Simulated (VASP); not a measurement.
Wanted: the native input for a VASP 6.6.1 run.

| Item | Value |
| --- | --- |
| Task | single point |
| Functional | RPBE |
| Dispersion | D3(BJ) |
| Potentials or basis | VASP PAW PBE potentials, release 64 (Br) |
| Cutoff | 520 eV |
| k mesh | 13 × 13 × 13 |
| Occupations | fermi-dirac, width 0.15 eV |
| Spin | non-collinear spin, zero start, spin-orbit coupling |
| Starting moments | [[0.0, 0.0, 0.0]] μB |
| Dipole correction | no |
| Further INCAR settings | ALGO = Normal; EDIFF = 1e-06; NBANDS = 18 |

The structure of Br lies in POSCAR:

```
Br
1.0
   -1.4139377815      1.4139377815      3.5535064628
    1.4139377815     -1.4139377815      3.5535064628
    1.4139377815      1.4139377815     -3.5535064628
Br
1
Direct
    0.0000000000      0.0000000000      0.0000000000
```

The input as run:

INCAR

```
ALGO = Normal
EDIFF = 1E-6
ENCUT = 520
GGA = RP
GGA_COMPAT = False
ISIF = 2
ISMEAR = -1
IVDW = 12
LASPH = True
LCHARG = False
LORBIT = 11
LORBMOM = True
LREAL = False
LSORBIT = True
LWAVE = False
MAGMOM = 0 0 0
NBANDS = 18
NELM = 150
PREC = Accurate
SIGMA = 0.15
```

KPOINTS

```
k-points
0
Gamma
  13 13 13
```

Potentials or basis: VASP PAW PBE potentials, release 64 (Br).

Launch:

```sh
$ cat potpaw_PBE.64/Br/POTCAR > POTCAR
$ mpirun -np 1 vasp_ncl > vasp.out
```

Results of the run:

| Quantity | Value |
| --- | --- |
| Pressure | -2.7 GPa |
| Net moment | 0.00 μB per cell |
| Valence electrons inside the program's atomic spheres | Br 4.74 |
| Dispersion energy per atom | -0.835 eV |

Caveat: the PAW data sets were made with another functional, which shifts forces and pressure a little.

It took 2.9 min on 1 thread of Intel(R) Xeon(R) Platinum 8488C (Sapphire Rapids), on a shared host, peak memory 0.36 GiB.
